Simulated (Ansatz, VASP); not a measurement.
# TiB2: VASP beside Ansatz

The input INCAR:

```
PREC = Accurate ; ENCUT = 520
EDIFF = 1E-7 ; ISMEAR = -1
SIGMA = 0.05 ; LREAL = False
LASPH = True ; NELM = 60
ALGO = Normal ; ISIF = 2
LWAVE = False ; LCHARG = False
GGA = CA ; NBANDS = 16
```

KPOINTS

```
Automatic mesh
0
Gamma
  10 10 8
```

The input POSCAR:

```
TiB2
1.0
    3.0690624661      0.0000000000      0.0000000000
   -1.5345312330      2.6578860614      0.0000000000
    0.0000000000      0.0000000000      3.2708838193
Ti B
1 2
Direct
    0.0000000000      0.0000000000      0.0000000000
    0.6666666667      0.3333333333      0.5000000000
    0.3333333333      0.6666666667      0.5000000000
```

The input input.yaml:

```yaml
crystal:
  lattice:
    - [3.0690624661, 0.0, 0.0]
    - [-1.534531233, 2.6578860614, 0.0]
    - [0.0, 0.0, 3.2708838193]
  atoms:
    - { symbol: Ti, position: [0.0, 0.0, 0.0] }
    - { symbol: B, position: [0.6666666667, 0.3333333333, 0.5] }
    - { symbol: B, position: [0.3333333333, 0.6666666667, 0.5] }
kpoints:
  mp_grid: { grid: [10, 10, 8] }
scf:
  occupations: { method: fermi_dirac, width: 0.05 }
hamiltonian:
  xc: lda
  pseudopotentials: { kind: all_electron, lapw: { basis_error: 0.002 } }
output:
  forces: true
  stress: true
  eigenvalues: true
```

Change from the starting cell: volume scaled by 1.04.

Alike in both runs: task single point; functional LDA; k mesh 10 × 10 × 8; occupations fermi-dirac, width 0.05 eV; no spin polarisation.

|  | VASP | Ansatz |
| --- | --- | --- |
| version | VASP 6.6.1 | Ansatz 0.2.0 |
| potentials or method | VASP PAW LDA potentials, release 64 (Ti_sv, B) | all-electron LAPW, scalar-relativistic |
| plane-wave cutoff (eV) | 520 | see its input |

```tsv
	VASP	Ansatz	Ansatz less VASP
gap on the k mesh at the Fermi level (eV)	none	none	-
pressure (GPa)	-19.3	-19.8	-0.48
largest component of the traceless stress (GPa)	0.66	0.70	+0.034
```

A gap of «none» marks a metal or a gap that the smearing closes. Ansatz ran all-electron here, so the differences hold the error of VASP's frozen core and of both bases.

Caveats: so large a pressure means that the cell lies far from this level's equilibrium, or that cutoff or potentials fall short (VASP).
